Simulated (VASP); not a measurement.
Input of a VASP 6.6.1 run:

INCAR

```
SYSTEM = InP
  PREC = Accurate
  ENCUT = 600
  EDIFF = 1E-7
  ISMEAR = 0
  SIGMA = 0.03
  LREAL = .False.
  LASPH = .True.
  NELM = 80
  ALGO = Fast
  ISIF = 2
  LWAVE = .False.
  LCHARG = .False.
  GGA = PE
  IVDW = 12
  IBRION = 2
  NSW = 40
  EDIFFG = -0.01
```

Contents of KPOINTS:

```
regular mesh
0
Gamma
  8 8 8
  0 0 0
```

Contents of POSCAR:

```
InP                                     
1.0
    0.0000000000      2.9851518030      2.9851518030
    2.9851518030      0.0000000000      2.9851518030
    2.9851518030      2.9851518030      0.0000000000
  In              P             
     1     1
Direct
     0.0000000000000000    0.0000000000000000    0.0000000000000000
     0.2500000000000000    0.2500000000000000    0.2500000000000000
```

Potentials or basis: VASP PAW PBE potentials, release 64 (In_d, P).

Launch:

```sh
$ cat potpaw_PBE.64/In_d/POTCAR potpaw_PBE.64/P/POTCAR > POTCAR
$ mpirun -np 1 vasp_std > vasp.out
```

Task: What does it give for the band gap on the k mesh?

Result: 0.41 eV, direct.

Task: What does it give for the dispersion energy per atom?

Result: -0.295 eV.

Final structure:
```cif
data_structure
_symmetry_space_group_name_H-M 'P 1'
_symmetry_Int_Tables_number 1
_cell_length_a 4.2216
_cell_length_b 4.2216
_cell_length_c 4.2216
_cell_angle_alpha 60.000
_cell_angle_beta 60.000
_cell_angle_gamma 60.000
_cell_volume 53.20
loop_
_atom_site_label
_atom_site_type_symbol
_atom_site_fract_x
_atom_site_fract_y
_atom_site_fract_z
_atom_site_occupancy
In1 In 0.00000 0.00000 0.00000 1
P1 P 0.25000 0.25000 0.25000 1
```

Caveat: the relaxation stopped at its first step, so nothing moved; spin-orbit coupling is left out, which moves the levels of the heavy elements.
